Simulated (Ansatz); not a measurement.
Runs of Ansatz 0.2.0 on Co. It takes space group P6_3/mmc (No. 194, hexagonal). The conventional cell has a = 2.472 Å, b = 2.472 Å, c = 4.021 Å, α = 90.00°, β = 90.00°, γ = 120.00°. Around Co (site symmetry -6m2) lie 12 Co at 2.47 Å. 

| task | level | potentials or basis | spin | U | cell | k mesh | smearing | driver | double counting | conventional | hubbard projectors | mesh quality | gap on the mesh (eV) | pressure (GPa) | moment (μB) | relaxed volume (Å³/atom) |
| --- | --- | --- | --- | --- | --- | --- | --- | --- | --- | --- | --- | --- | --- | --- | --- | --- |
| relaxation of cell and atoms | RPBE+D4 | Ansatz PAW | collinear, ferromagnetic start | - | relaxed | 12 × 12 × 7 | fermi-dirac 0.05 eV | - | - | - | - | not flagged | none | 0.0 | 3.22 | 10.57 |
| relaxation of cell and atoms | B3LYP | Ansatz PAW | collinear, ferromagnetic start | - | relaxed | 6 × 6 × 4 | fermi-dirac 0.05 eV | - | - | - | - | coarse | none | - | 3.35 | 10.93 |
| single point | PBE | Ansatz PAW | collinear, ferromagnetic start | - | as given | 12 × 12 × 7 | gaussian 0.011 eV | - | - | - | - | not flagged | none | 4.7 | 3.22 | - |
| single point | PBE | Ansatz PAW | collinear, ferromagnetic start | - | as given | 12 × 12 × 7 | gaussian 0.026 eV | - | - | - | - | not flagged | none | 4.7 | 3.21 | - |
| density of states | PBEsol+U | Ansatz PAW polarizable | collinear, program default start | Co d U = 3 eV | as given | 12 × 12 × 7 | fermi-dirac 0.05 eV | chain | amf | yes | ortho-atomic (the default) | not flagged | none | 3.4 | (a) | - |
| relaxation of cell and atoms | PBE | Ansatz PAW | collinear, ferromagnetic start | - | relaxed | 12 × 12 × 7 | fermi-dirac 0.05 eV | - | - | - | - | not flagged | none | 0.0 | 3.25 | (b) |
| single point | PBE | Ansatz PAW | collinear, ferromagnetic start | - | as given | 12 × 12 × 7 | gaussian 0.016 eV | - | - | - | - | not flagged | none | 4.7 | 3.22 | - |

Alike in all rows: cutoff (eV) 420.

Question: Estimate the missing entries.

Answer: (a) 3.24; (b) 10.87.

Caveats: some runs use coarse meshes; the plane-wave basis is chosen anew once the cell has moved, so the energies of steps on either side of that aren't comparable (some runs); the PAW data sets come from PBE, with cores solved anew for the run's functional, which leaves a small shift of forces and pressure (some runs); the potentials were made for another functional, which shifts forces and pressure (some runs); the magnetic or orbital state may not be the lowest (some runs); pairwise dispersion overbinds metals, which lowers pressure and volume (some runs); the U is typed as a test and isn't derived for this compound (some runs).

A k mesh can miss the band edges.

A gap of «none» marks a metal or a gap under the smearing width.

Not every run made on this cell is shown here.
